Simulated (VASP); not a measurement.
# Ba (P6_3/mmc) in VASP: single point with PBE

Aim: the single point of Ba with PBE.

Everything below comes from runs of VASP 6.6.1. Logs are shortened: lines on timing, memory, paths and dates and some standing lists are left out, and cuts for length are marked.

### Step 1. The cell of the first run

It takes space group P6_3/mmc (No. 194, hexagonal). The conventional cell has a = 4.613 Å, b = 4.613 Å, c = 15.001 Å, α = 90.00°, β = 90.00°, γ = 120.00°.

This isn't the form of Ba at room conditions, which is bcc.

### Step 2. Single point, PBE (Ca replaced by Ba, lengths x 1.133, strained and moved within the space group)

INCAR reads:

```
SYSTEM = Ba
ALGO = Fast
EDIFF = 1E-6
ENCUT = 520
GGA = PE
ISIF = 2
ISMEAR = 0
LASPH = .TRUE.
LCHARG = .TRUE.
LELF = .TRUE.
LREAL = .FALSE.
LVHAR = .TRUE.
LWAVE = .FALSE.
NBANDS = 28
NELM = 100
PREC = Accurate
SIGMA = 0.1
```

KPOINTS reads:

```
k-points
0
G
  6 6 2
  0 0 0
```

POSCAR reads:

```
Ba
1.0
    4.6129059316      0.0000000000      0.0000000000
   -2.3064529657      3.9948937220      0.0000000000
    0.0000000000      0.0000000000     15.0005323784
Ba
4
Direct
    0.0000000000      0.0000000000      0.0000000000
    0.3333333300      0.6666666700      0.2500000000
    0.0000000000      0.0000000000      0.5000000000
    0.6666666700      0.3333333300      0.7500000000
```

Potentials or basis: VASP PAW PBE potentials, release 64 (Ba_sv).

Command:

```bash
$ cat potpaw_PBE.64/Ba_sv/POTCAR > POTCAR
$ mpirun -np 1 vasp_std > vasp.out
```

OUTCAR:

```text
SYSTEM = Ba
   EDIFF = 1E-6
   ENCUT = 520
   GGA = PE
   ISIF = 2
   ISMEAR = 0
   LASPH = .TRUE.
   LREAL = .FALSE.
   NELM = 100
   PREC = Accurate

 ion  position               nearest neighbor table
   1  0.000  0.000  0.000-   2 4.60   4 4.60   2 4.60   4 4.60   4 4.60   2 4.60
   2  0.333  0.667  0.250-   1 4.60   3 4.60   1 4.60   3 4.60   1 4.60   3 4.60
   3  0.000  0.000  0.500-   2 4.60   4 4.60   2 4.60   4 4.60   4 4.60   2 4.60
   4  0.667  0.333  0.750-   1 4.60   3 4.60   1 4.60   3 4.60   1 4.60   3 4.60

  LATTYP: Found a hexagonal cell.
 ALAT       =     4.6129059316
 C/A-ratio  =     3.2518617550

  Lattice vectors:

 A1 = (   4.6129059316,   0.0000000000,   0.0000000000)
 A2 = (  -2.3064529657,   3.9948937220,   0.0000000000)
 A3 = (   0.0000000000,   0.0000000000,  15.0005323784)

Analysis of symmetry for initial positions (statically):
=====================================================================
 Subroutine PRICEL returns:
 Original cell was already a primitive cell.

 Routine SETGRP: Setting up the symmetry group for a
 hexagonal supercell.

 Subroutine GETGRP returns: Found 24 space group operations
 (whereof 12 operations were pure point group operations)
 out of a pool of 24 trial point group operations.

The static configuration has the point symmetry D_3d.
 The point group associated with its full space group is D_6h.

Analysis of symmetry for dynamics (positions and initial velocities):
=====================================================================
 Subroutine PRICEL returns:
 Original cell was already a primitive cell.

 Routine SETGRP: Setting up the symmetry group for a
 hexagonal supercell.

 Subroutine GETGRP returns: Found 24 space group operations
 (whereof 12 operations were pure point group operations)
 out of a pool of 24 trial point group operations.

The dynamic configuration has the point symmetry D_3d.
 The point group associated with its full space group is D_6h.

 Subroutine INISYM returns: Found 24 space group operations
 (whereof 12 operations are pure point group operations),
 and found     1 'primitive' translations

----------------------------------------------------------------------------------------

                                     Primitive cell

  volume of cell :     276.4308

  direct lattice vectors                    reciprocal lattice vectors
     4.612905932  0.000000000  0.000000000     0.216783090  0.125159775  0.000000000
    -2.306452966  3.994893722  0.000000000     0.000000000  0.250319550  0.000000000
     0.000000000  0.000000000 15.000532378     0.000000000  0.000000000  0.066664301

  length of vectors
     4.612905932  4.612905932 15.000532378     0.250319550  0.250319550  0.066664301

  position of ions in fractional coordinates (direct lattice)
     0.000000000  0.000000000  0.000000000
     0.333333330  0.666666670  0.250000000
     0.000000000  0.000000000  0.500000000
     0.666666670  0.333333330  0.750000000

  ion indices of the primitive-cell ions
   primitive index   ion index
                 1           1
                 2           2
                 3           3
                 4           4

----------------------------------------------------------------------------------------

 KPOINTS: k-points

Automatic generation of k-mesh.
 Grid dimensions read from file:
 generate k-points for:    6    6    2

 Generating k-lattice:

  Cartesian coordinates                     Fractional coordinates (reciprocal lattice)
     0.036130515  0.020859963  0.000000000     0.166666667  0.000000000  0.000000000
     0.000000000  0.041719925  0.000000000     0.000000000  0.166666667  0.000000000
     0.000000000  0.000000000  0.033332150     0.000000000  0.000000000  0.500000000

  Length of vectors
     0.041719925  0.041719925  0.033332150

  Shift w.r.t. Gamma in fractional coordinates (k-lattice)
     0.000000000  0.000000000  0.000000000

 Subroutine IBZKPT returns following result:
 ===========================================

 Found     14 irreducible k-points:

 Following reciprocal coordinates:
            Coordinates               Weight
  0.000000  0.000000  0.000000      1.000000
  0.166667  0.000000  0.000000      6.000000
  0.333333  0.000000  0.000000      6.000000
  0.500000  0.000000  0.000000      3.000000
  0.166667  0.166667  0.000000      6.000000
  0.333333  0.166667  0.000000     12.000000
  0.333333  0.333333  0.000000      2.000000
  0.000000  0.000000  0.500000      1.000000
  0.166667  0.000000  0.500000      6.000000
  0.333333  0.000000  0.500000      6.000000
  0.500000  0.000000  0.500000      3.000000
  0.166667  0.166667  0.500000      6.000000
  0.333333  0.166667  0.500000     12.000000
  0.333333  0.333333  0.500000      2.000000
   k-points           NKPTS =     14   k-points in BZ     NKDIM =     14   number of bands    NBANDS=     28
   number of dos      NEDOS =    301   number of ions     NIONS =      4
   total plane-waves  NPLWV = 145152
   dimension x,y,z NGX =    36 NGY =   36 NGZ =  112
   dimension x,y,z NGXF=    72 NGYF=   72 NGZF=  224
   ions per type =               4
   NGX,Y,Z   is equivalent  to a cutoff of  12.97, 12.97, 12.41 a.u.
   NGXF,Y,Z  is equivalent  to a cutoff of  25.95, 25.95, 24.83 a.u.
 SYSTEM =  Ba
   PREC   = accura    normal or accurate (medium, high low for compatibility)
   ISTART =      0    job   : 0-new  1-cont  2-samecut
   ICHARG =      2    charge: 1-file 2-atom 10-const
   ISPIN  =      1    spin polarized calculation?
   LNONCOLLINEAR =      F non collinear calculations
   LSORBIT =      F    spin-orbit coupling
   LASPH  =      T    aspherical Exc in radial PAW
   ENCUT  =  520.0 eV  38.22 Ry    6.18 a.u.   8.58  8.58 27.89*2*pi/ulx,y,z
   NELM   =    100;   NELMIN=  2; NELMDL= -5     # of ELM steps
   EDIFF  = 0.1E-05   stopping-criterion for ELM
   LREAL  =      F    real-space projection
   EDIFFG = 0.1E-04   stopping-criterion for IOM
   NSW    =      0    number of steps for IOM
   IBRION =     -1    ionic relax: 0-MD 1-quasi-New 2-CG
   NFREE  =      0    steps in history (QN), initial steepest desc. (CG)
   ISIF   =      2    stress and relaxation
   ISYM   =      2    0-nonsym 1-usesym 2-fastsym
   POTIM  = 0.5000    time-step for ionic-motion
   TEBEG  =    0.0;   TEEND  =   0.0 temperature during run
   PSTRESS=    0.0 pullay stress
   NELECT =      40.0000    total number of electrons
   NUPDOWN=      -1.0000    fix difference up-down
   EMIN   =  10.00;   EMAX   =-10.00  energy-range for DOS
   EFERMI =   0.00;   METHOD = LEGACY
   ISMEAR =     0;   SIGMA  =   0.10  broadening in eV -4-tet -1-fermi 0-gaus
   EFERMI_NEDOS =   21; number of points for ismear=-14 and -15
   IALGO  =     68    algorithm
   IMIX   =      4    mixing-type and parameters
     AMIX     =   0.40;   BMIX     =  1.00
     AMIX_MAG =   1.60;   BMIX_MAG =  1.00
  volume/ion in A,a.u.               =      69.11       466.36
  Fermi-wavevector in a.u.,A,eV,Ry     =   0.859474  1.624170 10.050559  0.738695
  Thomas-Fermi vector in A             =   1.976834
   LORBIT       =      0    0 simple, 1 ext, 2 COOP (PROOUT), +10 PAW based schemes
   GGA     = PE    functional components
   LHFCALC =     F    Hartree Fock is set to
   AEXX    =    0.0000 exact exchange contribution
   IVDW    =     0    specifies the selected vdW correction
   LEPSILON=     F    determine dielectric tensor
   LRPA    =     F    only Hartree local field effects (RPA)
 non-spin polarized calculation
 RMM-DIIS sequential band-by-band and
 Gauss-broadening in eV      SIGMA  =   0.10
  energy-cutoff  :      520.00
  volume of cell :      276.43
 maximum number of plane-waves:      7501
 NGX is ok and might be reduce to    36
   NGX = 17   NGY = 17   NGZ = 55

 number of electron      39.9999998 magnetization

 Free energy of the ion-electron system (eV)
  ---------------------------------------------------
  ext. energy  EPLUGINS =         0.00000000
  ---------------------------------------------------
  free energy    TOTEN  =        -7.51919858 eV

  energy without entropy =       -7.46324791  energy(sigma->0) =       -7.49122325

 E-fermi :   1.4445     XC(G=0):  -7.1186

 val. band max:        1.4248617835   @ k =   0.5000   0.0000   0.5000
 cond. band min:       1.4447958941   @ k =   0.3333   0.3333   0.5000
 fundamental gap:      0.0199341106
 Fermi energy:         1.4444802490

 k-point     1 :       0.0000    0.0000    0.0000
  band No.  band energies     occupation
      1     -27.6715      2.00000
      2     -27.6616      2.00000
      3     -27.6535      2.00000
      4     -27.6435      2.00000
      5     -13.0103      2.00000
      6     -12.8483      2.00000
[... 20 lines left out ...]
     27       3.0634      0.00000
     28       3.1986      0.00000

 k-point     2 :       0.1667    0.0000    0.0000
  band No.  band energies     occupation
      1     -27.6657      2.00000
      2     -27.6573      2.00000
      3     -27.6492      2.00000
      4     -27.6407      2.00000
      5     -12.9817      2.00000
      6     -12.8604      2.00000
[... 20 lines left out ...]
     27       3.2519      0.00000
     28       3.3082      0.00000

 k-point     3 :       0.3333    0.0000    0.0000
  band No.  band energies     occupation
      1     -27.6534      2.00000
      2     -27.6487      2.00000
      3     -27.6406      2.00000
      4     -27.6359      2.00000
      5     -12.9464      2.00000
      6     -12.9453      2.00000
[... 20 lines left out ...]
     27       2.9243      0.00000
     28       2.9895      0.00000

 k-point     4 :       0.5000    0.0000    0.0000
  band No.  band energies     occupation
      1     -27.6463      2.00000
      2     -27.6444      2.00000
      3     -27.6363      2.00000
      4     -27.6344      2.00000
      5     -13.0029      2.00000
      6     -12.9925      2.00000
[... 268 lines left out ...]
     27       2.8399      0.00000
     28       2.8434      0.00000

 k-point    13 :       0.3333    0.1667    0.5000
  band No.  band energies     occupation
      1     -27.6455      2.00000
      2     -27.6455      2.00000
      3     -27.6352      2.00000
      4     -27.6352      2.00000
      5     -12.9540      2.00000
      6     -12.9540      2.00000
[... 20 lines left out ...]
     27       2.5243      0.00000
     28       2.5254      0.00000

 k-point    14 :       0.3333    0.3333    0.5000
  band No.  band energies     occupation
      1     -27.6423      2.00000
      2     -27.6423      2.00000
      3     -27.6342      2.00000
      4     -27.6342      2.00000
      5     -12.9279      2.00000
      6     -12.9279      2.00000
[... 20 lines left out ...]
     27       2.2712      0.00000
     28       2.2713      0.00000

------------------------ aborting loop because EDIFF is reached ----------------------------------------

  FORCE on cell =-STRESS in cart. coord.  units (eV):
  Direction    XX          YY          ZZ          XY          YZ          ZX
  --------------------------------------------------------------------------------------
  -------------------------------------------------------------------------------------
  Total       -0.9344651     -0.9344651     -0.9144190     -0.0000000      0.0000000     -0.0000000
  in kB       -5.4161062     -5.4161062     -5.2999201     -0.0000000      0.0000000     -0.0000000
  external PRESSURE =      -5.3773775 kB  Pullay stress =       0.0000000 kB

 VOLUME and BASIS-vectors are now :
 -----------------------------------------------------------------------------
  energy-cutoff  :      520.00
  volume of cell :      276.43
      direct lattice vectors                 reciprocal lattice vectors
     4.612905932  0.000000000  0.000000000     0.216783090  0.125159775  0.000000000
    -2.306452966  3.994893722  0.000000000     0.000000000  0.250319550  0.000000000
     0.000000000  0.000000000 15.000532378     0.000000000  0.000000000  0.066664301

 POSITION                                       TOTAL-FORCE (eV/Angst)
 -----------------------------------------------------------------------------------
      0.00000      0.00000      0.00000         0.000000      0.000000      0.000000
     -0.00000      2.66326      3.75013        -0.000000      0.000000     -0.000000
      0.00000      0.00000      7.50027         0.000000      0.000000      0.000000
      2.30645      1.33163     11.25040        -0.000000     -0.000000     -0.000000
 -----------------------------------------------------------------------------------
    total drift:                               -0.000000      0.000000     -0.000000

  FREE ENERGIE OF THE ION-ELECTRON SYSTEM (eV)
  ---------------------------------------------------
  free  energy   TOTEN  =        -7.5191985797 eV

  energy  without entropy=       -7.4632479146  energy(sigma->0) =       -7.49122325
```

Wall time 1.7 min (1 thread of Intel Xeon Platinum 8488C (Sapphire Rapids), shared host); peak memory 0.39 GiB.

Results:

```yaml
Free_energy: -7.5192 eV
Pressure: -0.5 GPa
Band_gap_on_the_k_mesh: none (metal or under the smearing width)
```

The run has no spin-orbit coupling, so splittings on Ba are missing.
